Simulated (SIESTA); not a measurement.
Crystal: Rh.

```xyz
1
Lattice="0.0000 1.8979 1.8979 1.8979 0.0000 1.8979 1.8979 1.8979 0.0000" Properties=species:S:1:pos:R:3 pbc="T T T"
Rh    0.0000    0.0000    0.0000
```

Base run:

* Program: SIESTA 5.4.2
* Functional: PBE
* Potentials or basis: PseudoDojo 0.4 standard (PBE files)
* Basis: DZP (energy shift 0.002 Ry)
* Grid cutoff: 800 Ry
* Energy shift: 0.002 Ry
* k mesh: 12 × 12 × 12
* Occupations: fermi-dirac, width 0.05 eV
* Spin: no spin polarisation

Its results: band gap on the k mesh none (metal or under the smearing width); pressure 9.9 GPa.

Task: The run is repeated on the same cell with these changes: functional from PBE to BLYP. What comes out?

Result: Band gap on the k mesh none (metal or under the smearing width); pressure 24.1 GPa.

BLYP binds less tightly than PBE, so the same cell stands under more pressure.

Caveats: semicore shells carry a single zeta, which can move pressures by several GPa and volumes by a few percent; the basis of atomic orbitals isn't converged, which shifts pressures, moduli and gaps; so large a pressure means that the cell lies far from this level's equilibrium, or that cutoff or potentials fall short (some runs); the potentials were made for another functional, which shifts forces and pressure (some runs).

Not every run made on this cell is shown here.
